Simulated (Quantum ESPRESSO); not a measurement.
InAs under changes of volume

One of the cells (27.489 Å³/atom); the others are scaled copies at fixed shape and fractional positions:

```
In As
1.0
     0.00000    3.01800    3.01800
     3.01800    0.00000    3.01800
     3.01800    3.01800    0.00000
In As
1 1
Direct
  0.00000 0.00000 0.00000
  0.75000 0.75000 0.75000
```

* Program: Quantum ESPRESSO 7.5
* Functional: PBE
* Dispersion: D2
* Potentials or basis: PseudoDojo 0.4.1 SR PBE standard
* Cutoff: 1143 eV
* Density cutoff: 4572 eV
* k mesh: 8 × 8 × 8
* Occupations: fermi-dirac, width 0.05 eV
* Spin: no spin polarisation

```csv
volume (Å³/atom),energy over the lowest point (meV/atom),pressure (GPa)
25.840,24.46,4.5
26.389,11.65,3.0
26.939,3.66,1.7
27.489,0.00,0.5
28.039,?,?
28.588,3.92,-1.5
29.138,10.70,-2.4
```

What does the run at 28.039 Å³/atom give?

Energy over the lowest point 0.23 meV/atom; pressure -0.6 GPa.

Worked out: A Birch-Murnaghan fit of order 3 (a polynomial in V^(-2/3)) to the other rows has its minimum at 27.73 Å³/atom with B0 = V·E''(V) = 54 GPa and B' = 4.6. It gives 0.23 meV/atom at 28.039 Å³/atom, against the run's 0.23, and -dE/dV = -0.6 GPa, against -0.6.

Energies are extrapolated to zero smearing.

Caveats: pairwise dispersion overbinds metals, which lowers pressure and volume (some runs).
